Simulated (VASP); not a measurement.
Set up this calculation in VASP 6.6.1, as the native input.

```yaml
Task: band structure
Functional: r2SCAN
Dispersion: D3(BJ)
Potentials_or_basis: VASP PAW PBE potentials, release 64 (Ti_sv, H_s)
Cutoff: 400 eV
k_mesh: 11 × 11 × 11
Occupations: fermi-dirac, width 0.05 eV
Spin: no spin polarisation
Further_INCAR_settings: PREC = Normal; ALGO = Normal; EDIFF = 1e-06
```

The structure of TiH lies in POSCAR:

```
TiH
1.0
    0.0000000000      2.2510580912      2.2510580912
    2.2510580912      0.0000000000      2.2510580912
    2.2510580912      2.2510580912      0.0000000000
Ti H
1 1
Direct
    0.0000000000      0.0000000000      0.0000000000
    0.5000000000      0.5000000000      0.5000000000
```

The cell comes from a database or a generator and needn't be the stable form of this composition.

The cell isn't the ideal one: volume scaled by 1.25.

One way to write it, as run:

INCAR

```
PREC = Normal ; ENCUT = 400
EDIFF = 1E-6 ; ISMEAR = -1
SIGMA = 0.05 ; LREAL = False
LASPH = True ; NELM = 60
ALGO = Normal ; ISIF = 2
LWAVE = False ; LCHARG = False
LMAXMIX = 4 ; METAGGA = R2SCAN
LMIXTAU = True ; IVDW = 12
VDW_S6 = 1.0 ; VDW_S8 = 0.78981345
VDW_A1 = 0.49484001 ; VDW_A2 = 5.73083694
```

KPOINTS

```
regular mesh
0
Gamma
  11 11 11
```

KPOINTS_OPT

```
path GXWKGLUWLK,UX
15
line-mode
reciprocal
 0.0000000000  0.0000000000  0.0000000000  G
 0.5000000000  0.0000000000  0.5000000000  X

 0.5000000000  0.0000000000  0.5000000000  X
 0.5000000000  0.2500000000  0.7500000000  W

 0.5000000000  0.2500000000  0.7500000000  W
 0.3750000000  0.3750000000  0.7500000000  K

 0.3750000000  0.3750000000  0.7500000000  K
 0.0000000000  0.0000000000  0.0000000000  G

 0.0000000000  0.0000000000  0.0000000000  G
 0.5000000000  0.5000000000  0.5000000000  L

 0.5000000000  0.5000000000  0.5000000000  L
 0.6250000000  0.2500000000  0.6250000000  U

 0.6250000000  0.2500000000  0.6250000000  U
 0.5000000000  0.2500000000  0.7500000000  W

 0.5000000000  0.2500000000  0.7500000000  W
 0.5000000000  0.5000000000  0.5000000000  L

 0.5000000000  0.5000000000  0.5000000000  L
 0.3750000000  0.3750000000  0.7500000000  K

 0.6250000000  0.2500000000  0.6250000000  U
 0.5000000000  0.0000000000  0.5000000000  X
```

Potentials or basis: VASP PAW PBE potentials, release 64 (Ti_sv, H_s).

Run with:

```bash
$ cat potpaw_PBE.64/Ti_sv/POTCAR potpaw_PBE.64/H_s/POTCAR > POTCAR
$ mpirun -np 1 vasp_std > vasp.out
```

It gave:

```yaml
Pressure: -23.9 GPa
Band_gap_along_the_path: none (metal or under the smearing width)
Dispersion_energy_per_atom: -0.144 eV
```

Caveat: the PAW data sets were made with another functional, which shifts forces and pressure a little; pairwise dispersion overbinds metals, which lowers pressure and volume.

Run time: 57 s on 1 thread of Intel(R) Xeon(R) Platinum 8259CL CPU @ 2.50GHz (Skylake/Cascade Lake), with other jobs on the host, peak memory 0.13 GiB.
